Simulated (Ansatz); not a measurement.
**A vibration from a frozen displacement in TiAl3**

Level of theory: DFT PBEsol, scalar-relativistic, plane waves, PAW (Ansatz). Settings: plane waves to 420 eV, k-mesh 12×12×12 (Γ-centred), Gaussian smearing 0.15 eV. No spin polarisation. Energies are free energies at this smearing, counted from the undisturbed cell; pressure is positive in compression.

The starting cell (relaxed at this level; this form isn't the usual structure):

```yaml
crystal:
  lattice:
    - [3.94834, 0.00000, 0.00000]
    - [0.00000, 3.94834, 0.00000]
    - [0.00000, 0.00000, 3.94834]
  atoms:
    - { symbol: Ti, position: [0.00000, 0.00000, 0.00000] }
    - { symbol: Al, position: [0.50000, 0.50000, 0.00000] }
    - { symbol: Al, position: [0.50000, 0.00000, 0.50000] }
    - { symbol: Al, position: [0.00000, 0.50000, 0.50000] }
```

Atom 1 (Ti) is moved by x along the Cartesian unit vector (0.577, 0.577, 0.577); the cell and all other atoms stay fixed. The cell's volume is 61.55 Å³; the moved atoms weigh 47.867 u together and the others 80.945 u. Some rows repeat others by symmetry and weren't run.

| x (Å) | ΔE (meV/cell) | total force on the moved atoms along the move (eV/Å) | pressure (GPa) |
| --- | --- | --- | --- |
| -0.2000 | 188.45 | 1.9202 | 1.3735 |
| -0.1750 | 143.64 | 1.6655 | 1.0598 |
| -0.1500 | 105.12 | 1.4166 | 0.7881 |
| -0.1250 | 72.76 | 1.1729 | 0.5585 |
| -0.1000 | 46.44 | 0.9334 | 0.3708 |
| -0.0750 | 26.07 | 0.6972 | 0.2249 |
| -0.0500 | 11.57 | 0.4633 | 0.1208 |
| -0.0250 | 2.89 | 0.2312 | 0.0583 |
| 0.0000 | 0.00 | 0.0000 | 0.0375 |
| 0.0250 | 2.89 | -0.2312 | 0.0583 |
| 0.0500 | 11.57 | -0.4633 | 0.1208 |
| 0.0750 | 26.07 | -0.6972 | 0.2249 |
| 0.1000 | 46.44 | -0.9334 | 0.3708 |
| 0.1250 | 72.76 | -1.1729 | 0.5585 |
| 0.1500 | 105.12 | -1.4166 | 0.7881 |
| 0.1750 | 143.64 | -1.6655 | 1.0598 |
| 0.2000 | 188.45 | -1.9202 | 1.3735 |

Q: What frequency belongs to this motion?

A: The force constant is k = −dF/dx = 9.249 eV/Å², from the parabola through x = -0.0250, 0 and 0.0250. In every cell the moved atoms swing against the rest, so the mass is μ = m₁m₂/(m₁ + m₂) = 30.079 u, and ν̃ = 521.5 cm⁻¹ × √(|k|/μ) = 289 cm⁻¹. The pattern needn't be a normal mode: ν̃² is then a weighted mean of the squared nonzero frequencies at the zone centre of this cell, so it lies between the lowest and the highest of them.

Q: How far does the harmonic law reach?

A: At x = -0.200 Å, kx²/2 = 184.98 meV against the computed 188.45 meV (+1.9 %): the well is still close to harmonic there.

Q: The pressure changes with x². What does that say about the frequency under compression?

A: With E = k(V)x²/2, k ∝ V^(−2γ) and x scaling with the cell as V^(1/3), P − P0 = −∂E/∂V = (2γ − 2/3) ΔE/V. At x = 0.0500 Å, V(P − P0) = 61.55 × 0.08330 / 160.2 eV = 32.00 meV and ΔE = 11.57 meV, so γ = 1/3 + V(P − P0)/(2ΔE) = 1.72. This is the Grüneisen parameter of the motion under uniform scaling of the cell: shrinking the cell evenly by 1 % in volume raises the frequency by about 1.72 %.

In a metal these slopes depend on the k mesh and the smearing.

Cost: 9 runs of about 1 core-minutes in all, on Intel Xeon 6975P-C (Granite Rapids) (shared hosts).

The titanium atom sits in a stable, slightly hardening well: the restoring force grows a little faster than linearly, and the energy at the largest displacement exceeds the harmonic value by 1.9 %. Along this body diagonal, titanium approaches three of its twelve aluminium neighbours and recedes from the three opposite. The steep short-range repulsion on the closing side probably outweighs the softening on the other, on top of the stiffness from Ti d–Al p hybridisation. The same asymmetry of the bonds explains why compression raises the frequency.

Cubic site symmetry makes the force constant the same in every direction, but not the quartic hardening, which holds only for this diagonal. Symmetry also excludes the silent aluminium-only modes from the motion, so 289 cm⁻¹ lies between the two infrared-type optical frequencies of this cell. The positive curvature doesn't make this cubic form competitive with the usual tetragonal one, which differs in its stacking of antiphase shifts, a change that this motion doesn't probe.
